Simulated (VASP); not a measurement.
# TlBr (Pm-3m) in VASP: notebook, part 2 of 2

VASP 6.6.1. Earlier steps stand in the parts before.

## Step 3: Relaxation of cell and atoms, PBE

Input file INCAR:

```
PREC     = Accurate       # precision mode
ENCUT    = 600            # plane-wave cutoff, eV
EDIFF    = 1E-7           # SCF threshold, eV
ISMEAR   = 0              # smearing method
SIGMA    = 0.02           # smearing width, eV
LREAL    = False          # projectors in reciprocal space
LASPH    = True           # aspherical terms in the spheres
NELM     = 80             # most SCF steps
ALGO     = Normal         # electronic algorithm
ISIF     = 3              # what is computed and relaxed
LWAVE    = False          # write WAVECAR
LCHARG   = False          # write CHGCAR
GGA      = PE             # functional
IBRION   = 2              # ionic algorithm
NSW      = 70             # ionic steps
EDIFFG   = -0.005         # ionic threshold
```

Input file KPOINTS:

```
regular mesh
0
Gamma
  8 8 8
```

Input file POSCAR:

```
TlBr
1.0
    3.9800000000      0.0000000000      0.0000000000
    0.0000000000      3.9800000000      0.0000000000
    0.0000000000      0.0000000000      3.9800000000
Tl Br
1 1
Direct
    0.0000000000      0.0000000000      0.0000000000
    0.5000000000      0.5000000000      0.5000000000
```

Potentials or basis: VASP PAW PBE potentials, release 64 (Tl_d, Br).

Launch:

```bash
$ cat potpaw_PBE.64/Tl_d/POTCAR potpaw_PBE.64/Br/POTCAR > POTCAR
$ mpirun -np 1 vasp_std > vasp.out
```

OUTCAR:

```text
PREC = Accurate
   ENCUT = 600
   EDIFF = 1E-7
   ISMEAR = 0
   LREAL = False
   LASPH = True
   NELM = 80
   ISIF = 3
   GGA = PE
   IBRION = 2
   NSW = 70
   EDIFFG = -0.005

 ion  position               nearest neighbor table
   1  0.000  0.000  0.000-   2 3.45   2 3.45   2 3.45   2 3.45   2 3.45   2 3.45   2 3.45   2 3.45

   2  0.500  0.500  0.500-   1 3.45   1 3.45   1 3.45   1 3.45   1 3.45   1 3.45   1 3.45   1 3.45

  LATTYP: Found a simple cubic cell.
 ALAT       =     3.9800000000

  Lattice vectors:

 A1 = (   3.9800000000,   0.0000000000,   0.0000000000)
 A2 = (   0.0000000000,   3.9800000000,   0.0000000000)
 A3 = (   0.0000000000,   0.0000000000,   3.9800000000)

Analysis of symmetry for initial positions (statically):
=====================================================================
 Subroutine PRICEL returns:
 Original cell was already a primitive cell.

 Routine SETGRP: Setting up the symmetry group for a
 simple cubic supercell.

 Subroutine GETGRP returns: Found 48 space group operations
 (whereof 48 operations were pure point group operations)
 out of a pool of 48 trial point group operations.

The static configuration has the point symmetry O_h .

Analysis of symmetry for dynamics (positions and initial velocities):
=====================================================================
 Subroutine PRICEL returns:
 Original cell was already a primitive cell.

 Routine SETGRP: Setting up the symmetry group for a
 simple cubic supercell.

 Subroutine GETGRP returns: Found 48 space group operations
 (whereof 48 operations were pure point group operations)
 out of a pool of 48 trial point group operations.

The dynamic configuration has the point symmetry O_h .

 Subroutine INISYM returns: Found 48 space group operations
 (whereof 48 operations are pure point group operations),
 and found     1 'primitive' translations

----------------------------------------------------------------------------------------

                                     Primitive cell

  volume of cell :      63.0448

  direct lattice vectors                    reciprocal lattice vectors
     3.980000000  0.000000000  0.000000000     0.251256281  0.000000000  0.000000000
     0.000000000  3.980000000  0.000000000     0.000000000  0.251256281  0.000000000
     0.000000000  0.000000000  3.980000000     0.000000000  0.000000000  0.251256281

  length of vectors
     3.980000000  3.980000000  3.980000000     0.251256281  0.251256281  0.251256281

  position of ions in fractional coordinates (direct lattice)
     0.000000000  0.000000000  0.000000000
     0.500000000  0.500000000  0.500000000

  ion indices of the primitive-cell ions
   primitive index   ion index
                 1           1
                 2           2

----------------------------------------------------------------------------------------

 KPOINTS: regular mesh

Automatic generation of k-mesh.
 Grid dimensions read from file:
 generate k-points for:    8    8    8

[... 55 lines left out ...]
   ISTART =      0    job   : 0-new  1-cont  2-samecut
   ICHARG =      2    charge: 1-file 2-atom 10-const
   ISPIN  =      1    spin polarized calculation?
   LNONCOLLINEAR =      F non collinear calculations
   LSORBIT =      F    spin-orbit coupling
   LASPH  =      T    aspherical Exc in radial PAW
   ENCUT  =  600.0 eV  44.10 Ry    6.64 a.u.   7.95  7.95  7.95*2*pi/ulx,y,z
   NELM   =     80;   NELMIN=  2; NELMDL= -5     # of ELM steps
   EDIFF  = 0.1E-06   stopping-criterion for ELM
   LREAL  =      F    real-space projection
   EDIFFG = -.5E-02   stopping-criterion for IOM
   NSW    =     70    number of steps for IOM
   IBRION =      2    ionic relax: 0-MD 1-quasi-New 2-CG
   NFREE  =      1    steps in history (QN), initial steepest desc. (CG)
   ISIF   =      3    stress and relaxation
   ISYM   =      2    0-nonsym 1-usesym 2-fastsym
   POTIM  = 0.5000    time-step for ionic-motion
   TEBEG  =    0.0;   TEEND  =   0.0 temperature during run
   PSTRESS=    0.0 pullay stress
   NELECT =      20.0000    total number of electrons
   NUPDOWN=      -1.0000    fix difference up-down
   EMIN   =  10.00;   EMAX   =-10.00  energy-range for DOS
   EFERMI =   0.00;   METHOD = LEGACY
   ISMEAR =     0;   SIGMA  =   0.02  broadening in eV -4-tet -1-fermi 0-gaus
   EFERMI_NEDOS =   21; number of points for ismear=-14 and -15
   IALGO  =     38    algorithm
   IMIX   =      4    mixing-type and parameters
     AMIX     =   0.40;   BMIX     =  1.00
     AMIX_MAG =   1.60;   BMIX_MAG =  1.00
  volume/ion in A,a.u.               =      31.52       212.72
  Fermi-wavevector in a.u.,A,eV,Ry     =   1.116525  2.109926 16.961403  1.246628
  Thomas-Fermi vector in A             =   2.253140
   LORBIT       =      0    0 simple, 1 ext, 2 COOP (PROOUT), +10 PAW based schemes
   GGA     = PE    functional components
   LHFCALC =     F    Hartree Fock is set to
   AEXX    =    0.0000 exact exchange contribution
   IVDW    =     0    specifies the selected vdW correction
   LEPSILON=     F    determine dielectric tensor
   LRPA    =     F    only Hartree local field effects (RPA)
 conjugate gradient relaxation of ions
 non-spin polarized calculation
 Gauss-broadening in eV      SIGMA  =   0.02
  energy-cutoff  :      600.00
  volume of cell :       63.04
 maximum number of plane-waves:      2176
 NGX is ok and might be reduce to    32
   NGX = 15   NGY = 15   NGZ = 15

--------------------------------------- Ionic step        1  -------------------------------------------

 number of electron      20.0000000 magnetization

 Free energy of the ion-electron system (eV)
  ---------------------------------------------------
  ext. energy  EPLUGINS =         0.00000000
  ---------------------------------------------------
  free energy    TOTEN  =        -5.53264358 eV

  energy without entropy =       -5.53264358  energy(sigma->0) =       -5.53264358

------------------------ aborting loop because EDIFF is reached ----------------------------------------

  FORCE on cell =-STRESS in cart. coord.  units (eV):
  Direction    XX          YY          ZZ          XY          YZ          ZX
  --------------------------------------------------------------------------------------
  -------------------------------------------------------------------------------------
  Total        0.4805644      0.4805644      0.4805644     -0.0000000     -0.0000000      0.0000000
  in kB       12.2127348     12.2127348     12.2127348     -0.0000000     -0.0000000      0.0000000
  external PRESSURE =      12.2127348 kB  Pullay stress =       0.0000000 kB
[... 95 lines left out ...]
--------------------------------------- Ionic step        4  -------------------------------------------

 number of electron      20.0000003 magnetization

 Free energy of the ion-electron system (eV)
  ---------------------------------------------------
  ext. energy  EPLUGINS =         0.00000000
  ---------------------------------------------------
  free energy    TOTEN  =        -5.54517365 eV

  energy without entropy =       -5.54517365  energy(sigma->0) =       -5.54517365

 E-fermi :   1.9580     XC(G=0):  -8.7204

 val. band max:        1.8284755016   @ k =   0.5000   0.0000   0.0000
 cond. band min:       3.8247753029   @ k =   0.5000   0.0000   0.0000
 fundamental gap:      1.9962998013
 Fermi energy:         1.9579984340

 k-point     1 :       0.0000    0.0000    0.0000
  band No.  band energies     occupation
      1     -11.6021      2.00000
      2      -8.1778      2.00000
      3      -8.1778      2.00000
      4      -8.0267      2.00000
      5      -8.0267      2.00000
      6      -8.0267      2.00000
      7      -2.6951      2.00000
      8       0.7523      2.00000
      9       0.7523      2.00000
     10       0.7523      2.00000
     11       8.8807      0.00000
     12       8.8807      0.00000
     13       8.9867      0.00000
     14       8.9867      0.00000
[... 377 lines left out ...]
      1     -11.3000      2.00000
      2      -8.1009      2.00000
      3      -8.0801      2.00000
      4      -8.0670      2.00000
      5      -8.0449      2.00000
      6      -7.9999      2.00000
      7      -2.1895      2.00000
      8      -0.4480      2.00000
      9      -0.0576      2.00000
     10       1.0574      2.00000
     11       5.9912      0.00000
     12       6.1791      0.00000
     13       7.9718      0.00000
     14      10.3576      0.00000

 [... further k-points ...]

------------------------ aborting loop because EDIFF is reached ----------------------------------------

  FORCE on cell =-STRESS in cart. coord.  units (eV):
  Direction    XX          YY          ZZ          XY          YZ          ZX
  --------------------------------------------------------------------------------------
  -------------------------------------------------------------------------------------
  Total        0.0063756      0.0063756      0.0063756      0.0000000      0.0000000     -0.0000000
  in kB        0.1536776      0.1536776      0.1536776      0.0000000      0.0000000     -0.0000000
  external PRESSURE =       0.1536776 kB  Pullay stress =       0.0000000 kB
[... 17 lines left out ...]
  FREE ENERGIE OF THE ION-ELECTRON SYSTEM (eV)
  ---------------------------------------------------
  free  energy   TOTEN  =        -5.5451736474 eV

  energy  without entropy=       -5.5451736474  energy(sigma->0) =       -5.54517365

 reached required accuracy - stopping structural energy minimisation
```

Run time: 33 s. Hardware: 1 thread of Intel Xeon Platinum 8488C (Sapphire Rapids), shared host; peak memory 0.21 GiB.

Results:

```
Free energy                            : -5.5452 eV
Relaxed volume                         : 33.23 Å³/atom
Relaxed cell                           : a = 4.051 Å, b = 4.051 Å, c = 4.051 Å, α = 90.00°, β = 90.00°, γ = 90.00°
Space group after relaxing (to 0.05 Å) : Pm-3m (No. 221)
Energy gained by relaxing              : 6.3 meV/atom
Ionic steps                            : 4
Pressure after relaxing                : 0.0 GPa
Band gap on the k mesh                 : 2.00 eV, direct
```

Step by step:
| step | energy change (eV) | largest force (eV/Å) | pressure (GPa) | volume (Å³) |
| --- | --- | --- | --- | --- |
| 1 | 0.0000 | 0.0000 | 1.22 | 63.04 |
| 2 | -0.0110 | 0.0000 | 0.40 | 65.26 |
| 3 | -0.0125 | 0.0000 | -0.04 | 66.59 |
| 4 | -0.0125 | 0.0000 | 0.02 | 66.47 |

Final structure:
```
CELL_PARAMETERS angstrom
4.05079 0.00000 0.00000
0.00000 4.05079 0.00000
0.00000 0.00000 4.05079
ATOMIC_POSITIONS crystal
Tl 0.00000 0.00000 0.00000
Br 0.50000 0.50000 0.50000
```

Levels at points of the mesh, in eV from the valence-band top:
```csv
k point,band 6,band 7,band 8,band 9,band 10,band 11,band 12,band 13,band 14
"(0.00, 0.00, 0.00)",-9.86,-4.52,-1.08,-1.08,-1.08,7.05,7.05,7.16,7.16
"(0.50, 0.00, 0.00)",-9.85,-5.23,-0.63,-0.63,0.00,2.00,5.78,5.78,8.20
"(0.50, 0.50, 0.00)",-9.81,-3.65,-2.57,-2.57,-0.55,4.82,4.82,7.23,7.73
"(0.50, 0.50, 0.50)",-9.81,-2.77,-1.66,-1.66,-1.66,2.35,2.35,2.35,12.52
```

Caveat: spin-orbit coupling is left out, which as a rule narrows the gap of such compounds by several tenths of an eV. Zero-point motion and thermal expansion aren't in these numbers.
